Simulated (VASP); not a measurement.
Write the native input for VASP 6.6.1 that does the following.

- Task: relaxation of cell and atoms
- Functional: RPBE
- Dispersion: D4
- Potentials or basis: VASP PAW PBE potentials, release 64 (Pb_d, Te)
- Cutoff: 600 eV
- k mesh: 7 × 7 × 7
- Occupations: fermi-dirac, width 0.05 eV
- Spin: no spin polarisation
- Further INCAR settings: ALGO = Normal; EDIFF = 1e-07; IBRION = 2; EDIFFG = -0.005; NSW = 60; ISIF = 3

The structure of TePb lies in POSCAR:

```
TePb
1.0
    0.0000000000      3.2310000000      3.2310000000
    3.2310000000      0.0000000000      3.2310000000
    3.2310000000      3.2310000000      0.0000000000
Pb Te
1 1
Direct
    0.0000000000      0.0000000000      0.0000000000
    0.5000000000      0.5000000000      0.5000000000
```

The input as run:

INCAR

```
SYSTEM = TePb
PREC = Accurate
ENCUT = 600
EDIFF = 1E-7
ISMEAR = -1
SIGMA = 0.05
LREAL = .FALSE.
LASPH = .TRUE.
NELM = 80
ALGO = Normal
ISIF = 3
LWAVE = .FALSE.
LCHARG = .FALSE.
GGA = RP
IVDW = 13
IBRION = 2
NSW = 60
EDIFFG = -0.005
```

KPOINTS

```
regular mesh
0
G
  7 7 7
  0 0 0
```

Potentials or basis: VASP PAW PBE potentials, release 64 (Pb_d, Te).

Command:

```sh
$ cat potpaw_PBE.64/Pb_d/POTCAR potpaw_PBE.64/Te/POTCAR > POTCAR
$ mpirun -np 1 vasp_std > vasp.out
```

Results of the run:

The relaxed volume is 33.69 Å³/atom, the relaxed cell is a = 4.568 Å, b = 4.568 Å, c = 4.568 Å, α = 60.00°, β = 60.00°, γ = 60.00° and the space group after relaxing (to 0.05 Å) is Fm-3m (No. 225). The energy gained by relaxing is 0.0 meV/atom and the ionic steps are 2. The pressure after relaxing is 0.0 GPa. The dispersion energy per atom is -0.769 eV.

Caveat: the PAW data sets were made with another functional, which shifts forces and pressure a little.

Run time: 36 s on 1 thread of Intel(R) Xeon(R) Platinum 8488C (Sapphire Rapids), with other jobs on the host, peak memory 0.24 GiB.
